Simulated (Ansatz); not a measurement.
# WS2 (R3m) in Ansatz: reference runs

How does WS2 come out in PBEsol? The cell is run as given and disturbed.

Everything below comes from runs of Ansatz 0.2.0. Logs are shortened: lines on timing, memory, paths and dates and some standing lists are left out, and cuts for length are marked.

**1. The crystal as given**

It takes space group R3m (No. 160, trigonal). Conventional cell: a = 3.158 Å, b = 3.158 Å, c = 18.490 Å, α = 90.00°, β = 90.00°, γ = 120.00°. Around W (site symmetry 3m) lie 6 S at 2.39 to 2.42 Å. S (site symmetry 3m) is surrounded by 3 W at 2.42 Å. Around S (site symmetry 3m) lie 3 W at 2.39 Å.

Measurements of this composition are mostly on another form, of space group No. 194.

**2. Single point, PBEsol**

File input.yaml:

```yaml
crystal:
  lattice:
    - [1.579, 0.9116360751, 6.1633333333]
    - [-1.579, 0.9116360751, 6.1633333333]
    - [0.0, -1.8232721501, 6.1633333333]
  atoms:
    - { symbol: W, position: [0.0, 0.0, 0.0] }
    - { symbol: S, position: [0.581, 0.581, 0.581] }
    - { symbol: S, position: [0.7503, 0.7503, 0.7503] }
kpoints:
  mp_grid: { grid: [10, 10, 10] }
scf:
  occupations: { method: fermi_dirac, width: 0.05 }
hamiltonian:
  xc: pbesol
  pseudopotentials: { kind: all_electron, lapw: { basis_error: 0.001 } }
output:
  forces: true
  stress: true
  eigenvalues: true
  populations: true
```

Potentials or basis: all-electron LAPW, scalar-relativistic.

On the command line:

```
ansatz run input.yaml --threads 2 --pin off --max-ram 8192MiB --backend cpu --events-out ev --progress --plain --runs-dir out
```

What it wrote:

```text
Warning: RAYON_NUM_THREADS=2 ignored (pool sized by the plan → 2); use --threads N
W: projections on atomic orbitals take those of the free atom 1s2 2s2 2p6 3s2 3p6 3d10 4s2 4p6 4d10 4f14 5s2 5p6 5d4 6s2, of charge +0.00 (hamiltonian.pseudopotentials.projection_atoms)
S: projections on atomic orbitals take those of the free atom 1s2 2s2 2p6 3s2 3p4, of charge +0.00 (hamiltonian.pseudopotentials.projection_atoms)
LAPW: plane waves up to 8.717 Å⁻¹, error target 1.0e-3 eV per atom; small_component_spin mean_spin; S in spheres of 1.026 Å, 14 of its electrons in bands, Dirac shells []; W in spheres of 1.364 Å, 44 of its electrons in bands, Dirac shells [] (how accurate: hamiltonian.pseudopotentials.lapw.basis_error, Limitations)
Engine: ansatz 0.2.0, x86_64-unknown-linux-gnu
Pseudopotentials: kind: all_electron
Pseudopotential: W, LAPW, valence charge 44, lapw/all_electron/scalar/gaussian/W, Koelling and Harmon's equation, gaussian nucleus
Pseudopotential: S, LAPW, valence charge 14, lapw/all_electron/scalar/gaussian/S, Koelling and Harmon's equation, gaussian nucleus
Functional definition: PBEsol
  exchange = pbesol_x
  correlation = pbesol_c
Crystal: 3 atoms, lattice volume = 53.232 Å³
Basis set: ecut = 289.49507818300094 eV, 599 PW (Γ), FFT grids on a1−a3, a2−a3, a3, exchange–correlation at level 2
Bands: 44, of which v1, the nominal top of the filled ones, is band 36 counted from 1 (35 counted from 0)
Symmetry: 6 space group operations
Space group: R3m (ITA 160), of the structure as read, at distance tolerance 3.8e-5 Å
k-points: 116 of 1000 (time reversal used)
Non-local potential: W, projectors of the file, none
Non-local potential: S, projectors of the file, none
Initial density: superposition of atomic densities (chi_scale 0.1, normalization cell, long waves kept (reshape's long-wave potential 0.08 eV rms))
Initial wavefunctions: plane waves of lowest kinetic energy (no species holds an atomic orbital)
Functional: x = pbesol(κ = 0.804, μ = 0.12345679012345678), c = pbesol(β = 0.046)
iter 1 solved again at ethr=1.15e-3 eV; its pass at ethr=1.00e-1 eV (dr2=8.29e-1 eV) is discarded
SCF iter   1: F=—  HF=-460768.131772 eV  |F-HF|=—  |Δ(HF+E_count)|=         —  Δρ=3.71e-2  dr2=8.30e-1  ethr=1.15e-3  ⟨swp⟩=2.0  Hψ=32789  notcnv=0
preconditioner: auto → Resta (q_TF=auto, 2.869 Å⁻¹)  ε∞=2.9  [insulator: Δε(μ)=1.012 eV  Ē_g=21.052 eV  σ=0.050 eV  W_gap=1.00  n_scr=28 (ndim 8)  ℏωp=28.8 eV  f_vac=0.134  D(μ)=0.00/eV (n_scr^D=0)  ε∞_Penn≈2.9]
SCF iter   2: F=—  HF=-460767.832230 eV  |F-HF|=—  |Δ(HF+E_count)|=   3.00e-1  Δρ=1.79e-2  dr2=4.46e-1  ethr=1.15e-3  ⟨swp⟩=2.9  Hψ=15256  notcnv=0
SCF iter   3: F=—  HF=-460767.759078 eV  |F-HF|=—  |Δ(HF+E_count)|=   7.32e-2  Δρ=1.24e-2  dr2=8.91e-2  ethr=6.20e-4  ⟨swp⟩=3.0  Hψ=15269  notcnv=0
iter 4 solved again at ethr=1.02e-5 eV; its pass at ethr=1.24e-4 eV (dr2=7.38e-3 eV) is discarded
SCF iter   4: F=—  HF=-460767.731390 eV  |F-HF|=—  |Δ(HF+E_count)|=   2.77e-2  Δρ=3.68e-3  dr2=7.38e-3  ethr=1.02e-5  ⟨swp⟩=2.0  Hψ=25507  notcnv=0
SCF iter   5: F=—  HF=-460767.731738 eV  |F-HF|=—  |Δ(HF+E_count)|=         —  Δρ=6.40e-4  dr2=2.85e-4  ethr=1.02e-5  ⟨swp⟩=2.0  Hψ=14268  notcnv=0
the basis was enlarged: its passes take 505.0 KiB over the memory plan, 2 of 2 planned eigensolver slots
SCF iter   6: F=—  HF=-460767.731916 eV  |F-HF|=—  |Δ(HF+E_count)|=   1.78e-4  Δρ=2.61e-4  dr2=8.63e-5  ethr=3.95e-7  ⟨swp⟩=3.0  Hψ=14916  notcnv=0
SCF iter   7: F=—  HF=-460767.731895 eV  |F-HF|=—  |Δ(HF+E_count)|=   2.18e-5  Δρ=8.92e-5  dr2=5.90e-6  ethr=1.20e-7  ⟨swp⟩=3.0  Hψ=14549  notcnv=0
SCF iter   8: F=—  HF=-460767.731900 eV  |F-HF|=—  |Δ(HF+E_count)|=   5.14e-6  Δρ=3.81e-5  dr2=1.07e-6  ethr=8.19e-9  ⟨swp⟩=3.0  Hψ=14892  notcnv=0
SCF iter   9: F=—  HF=-460767.731901 eV  |F-HF|=—  |Δ(HF+E_count)|=   1.51e-6  Δρ=1.36e-5  dr2=2.41e-7  ethr=1.48e-9  ⟨swp⟩=3.0  Hψ=15241  notcnv=0
SCF iter  10: F=-460767.731901 eV  HF=-460767.731901 eV  |F-HF|=3.97e-8  |Δ(HF+E_count)|=   3.66e-8  Δρ=6.03e-6  dr2=2.34e-8  ethr=3.35e-10  ⟨swp⟩=3.0  Hψ=14616  notcnv=0
SCF 1 converged in 10 iterations: F = -460767.731901 eV  dr2 = 2.34e-8
SCF converged after 10 iterations
Free energy (F): -460767.731901 eV
Harris-Foulkes:  -460767.731901 eV  (|F-HF|=3.97e-8)
Internal energy: -460767.731901 eV  (E = F + TS)
E sigma→0 (E₀):  -460767.731901 eV
Entropy (-TS):   -0.000000 eV (-0.000 meV/atom)
Fermi energy:    14.703032 eV
--- Per-component energies (eV) ---
  E_band       = -7344.578866
  E_kinetic    = 513478.893388
  E_xc         = -10065.629936
  E_electrostatic = -964180.995353  (all electrons and nuclei)
  E_smearing   = -0.000000  (= −TS)
  E_closure    = 0.000000  (closes the sum)
  E_atoms      = -460744.039139  (free atoms, spherical and without spin; not in F)
  Σ components = -460767.731901   (vs F -460767.731901, Δ=0.00e0)
  Basis errors (estimates in eV, not in F): energy 4.8e-4 per atom: plane waves 4.4e-4 (2.5e-4 summed), levels above the bands 1.0e-79, relativity 2.7e-8, radial functions 4.5e-5, core shells 2.9e-8; eigenvalues (radial functions only) 1.5e-6; not estimated: angular momenta, meshes, grids; target (lapw.basis_error) 1.0e-3; muffin-tin radii S 1.026 Å, W 1.364 Å
--- Forces (eV/Å), atoms counted from 1 ---
  atom   1  W      0.00000000    -0.00000000    -0.59920629
  atom   2  S      0.00000000     0.00000000     0.36758048
  atom   3  S      0.00000000     0.00000000     0.23159564
  max |Σ_I F_I| component: 3.02e-5 eV/Å
--- Stress (GPa, compression-positive) ---
       -0.919149       0.000000       0.000000
        0.000000      -0.919149       0.000000
        0.000000       0.000000       0.087994
  P = ⅓ Tr σ = -0.5834 GPa (-5.834 kbar)
--- Band table (eV; the first three rows and the last of 116) ---
  k-point 0: bands = ["-403.9123", "-403.9099", "-403.9099", "-219.2054", "-219.2054", "-219.1950", "-219.1950", "-219.1856", "-191.4377", "-191.4316", "-136.5070", "-136.5070", "-136.5014", "-136.5014", "-136.4685", "-136.4568", "-60.2930", "-24.6073", "-24.4209", "-24.4209", "-14.5726", "-14.5726", "-14.5649", "-14.5514", "-14.5514", "-14.5487", "-14.5454", "-1.4262", "0.5899", "6.5408", "10.6890", "10.6890", "11.9481", "11.9481", "12.6782", "13.0074", "16.4200", "16.4200", "16.7834", "16.7834", "18.8572", "21.9062", "22.5980", "24.0920"]
  k-point 1: bands = ["-403.9123", "-403.9099", "-403.9099", "-219.2054", "-219.2054", "-219.1950", "-219.1950", "-219.1856", "-191.4377", "-191.4316", "-136.5071", "-136.5070", "-136.5014", "-136.5014", "-136.4685", "-136.4568", "-60.2912", "-24.6008", "-24.4568", "-24.4292", "-14.5728", "-14.5721", "-14.5638", "-14.5520", "-14.5515", "-14.5482", "-14.5466", "-1.2535", "0.6393", "6.7520", "10.2643", "10.8561", "11.3380", "11.6864", "12.7787", "13.1054", "16.1920", "16.4607", "16.5588", "16.8040", "19.6163", "22.4910", "22.7104", "23.9378"]
  k-point 2: bands = ["-403.9123", "-403.9099", "-403.9099", "-219.2054", "-219.2054", "-219.1950", "-219.1950", "-219.1856", "-191.4377", "-191.4316", "-136.5071", "-136.5071", "-136.5014", "-136.5014", "-136.4685", "-136.4568", "-60.2865", "-24.5838", "-24.5497", "-24.4509", "-14.5731", "-14.5708", "-14.5610", "-14.5537", "-14.5526", "-14.5493", "-14.5468", "-0.7711", "0.7776", "7.2911", "9.3730", "10.3595", "11.0845", "11.3489", "12.5541", "12.8765", "15.5967", "16.3381", "16.7786", "17.3589", "20.7747", "22.5332", "23.0841", "23.8455"]
  k-point 115: bands = ["-403.9123", "-403.9099", "-403.9099", "-219.2054", "-219.2054", "-219.1950", "-219.1950", "-219.1856", "-191.4377", "-191.4316", "-136.5070", "-136.5070", "-136.5014", "-136.5014", "-136.4685", "-136.4568", "-60.2930", "-24.6074", "-24.4209", "-24.4209", "-14.5726", "-14.5726", "-14.5649", "-14.5514", "-14.5514", "-14.5487", "-14.5454", "-1.1995", "0.1525", "7.5916", "10.3617", "10.6734", "10.6734", "11.9806", "11.9806", "14.2419", "16.5359", "16.5359", "16.6219", "16.6219", "19.0822", "22.3846", "23.8717", "23.8717"]
--- Löwdin populations: 3 sites ---
  site symbol       q [e]
     0      W     73.5574
     1      S     16.1108
     2      S     16.0967
  spilling = 0.002218 (of n_electrons = 106.000000)
```

populations.tsv:

```text
# site	symbol	l	j	q
# orbitals = lowdin
# n_electrons = 106.000000
# spilling = 0.002218
# projection_atom_W: 1s2 2s2 2p6 3s2 3p6 3d10 4s2 4p6 4d10 4f14 5s2 5p6 5d4 6s2
# projection_atom_S: 1s2 2s2 2p6 3s2 3p4
0	W	0_1S	-	2.000000
0	W	0_2S	-	1.999989
0	W	0_3S	-	1.999861
0	W	0_4S	-	1.998523
0	W	0_5S	-	1.974160
0	W	0_6S	-	0.612954
0	W	1_2P	-	6.000000
0	W	1_3P	-	5.999999
0	W	1_4P	-	5.999970
0	W	1_5P	-	5.996210
0	W	2_3D	-	9.999999
0	W	2_4D	-	9.999960
0	W	2_5D	-	4.976222
0	W	3_4F	-	13.999527
1	S	0_1S	-	1.999929
1	S	0_2S	-	1.995195
1	S	0_3S	-	1.792558
1	S	1_2P	-	5.999281
1	S	1_3P	-	4.323872
2	S	0_1S	-	1.999923
2	S	0_2S	-	1.994815
2	S	0_3S	-	1.781070
2	S	1_2P	-	5.999227
2	S	1_3P	-	4.321688
```

Wall time 80 s (2 threads of AMD EPYC 7R43 (Zen 3), shared host); peak memory 0.7 GiB.

What came out:

```yaml
Free_energy: -460767.7319 eV
Pressure: -0.6 GPa
Largest_force: 0.599 eV/Å
Band_gap_on_the_k_mesh: 1.02 eV, indirect (least direct gap 2.23 eV)
```

Forces in eV/Å, atoms in the order of the input:
```
W    0.000  0.000 -0.599
S    0.000  0.000  0.368
S    0.000  0.000  0.232
```

Caveat: spin-orbit coupling is left out, which moves the levels of the heavy elements.

**3. Single point, PBEsol (atoms moved at random, drawn with an rms of 0.05 Å)**

input.yaml: that of step 2 with these lines changed.

```diff
@@ -6,5 +6,5 @@
   atoms:
-    - { symbol: W, position: [0.0, 0.0, 0.0] }
-    - { symbol: S, position: [0.581, 0.581, 0.581] }
-    - { symbol: S, position: [0.7503, 0.7503, 0.7503] }
+    - { symbol: W, position: [-0.012977, 0.010914, 0.008371] }
+    - { symbol: S, position: [0.5857, 0.58146, 0.572522] }
+    - { symbol: S, position: [0.747503, 0.739975, 0.770819] }
 kpoints:
```

Potentials or basis: all-electron LAPW, scalar-relativistic.

On the command line:

```
ansatz run input.yaml --threads 2 --pin off --max-ram 8192MiB --backend cpu --events-out ev --progress --plain --runs-dir out
```

Run time: 5.6 min. Hardware: 2 threads of AMD EPYC 7R43 (Zen 3), shared host; peak memory 2 GiB.

Results (log left out):

```yaml
Free_energy: -460767.6469 eV
Pressure: -3.6 GPa
Largest_force: 1.653 eV/Å
Band_gap_on_the_k_mesh: 0.93 eV, indirect (least direct gap 2.06 eV)
```

Forces on the atoms (eV/Å):
```
W    0.952 -0.012 -1.351
S   -0.380 -0.326  1.315
S   -0.572  0.338  0.036
```

Stress tensor (GPa, compression positive):
```
-2.58 -0.86 -0.77
-0.86 -2.84  3.02
-0.77  3.02 -5.30
```

Levels at points of the mesh, in eV from the valence-band top:
```csv
k point,band 32,band 33,band 34,band 35,band 36,band 37,band 38,band 39,band 40,band 41
"(0.00, 0.00, 0.00)",-3.27,-2.25,-1.86,-1.60,-1.12,1.95,2.26,2.58,2.70,4.74
"(0.00, 0.00, -0.50)",-5.16,-3.96,-2.64,-1.81,-1.41,2.39,2.61,3.37,3.90,4.50
"(0.00, -0.50, 0.00)",-5.12,-3.88,-2.58,-1.81,-1.53,2.36,2.61,3.57,3.88,4.32
"(0.00, -0.50, -0.50)",-4.91,-3.94,-3.16,-1.87,-1.37,2.37,2.58,3.17,4.35,4.98
"(-0.50, 0.00, 0.00)",-5.23,-4.03,-2.43,-1.71,-1.52,2.43,2.56,3.46,3.81,4.30
"(-0.50, 0.00, -0.50)",-4.80,-3.79,-3.30,-1.84,-1.51,2.32,2.69,3.29,4.24,5.11
"(-0.50, -0.50, 0.00)",-4.88,-3.87,-3.16,-1.88,-1.39,2.35,2.66,3.26,4.34,4.92
"(-0.50, -0.50, -0.50)",-3.37,-3.27,-2.21,-1.79,0.00,2.06,2.22,2.44,2.68,5.01
```

Caveat: spin-orbit coupling is left out, which moves the levels of the heavy elements. A k mesh can miss the band edges.
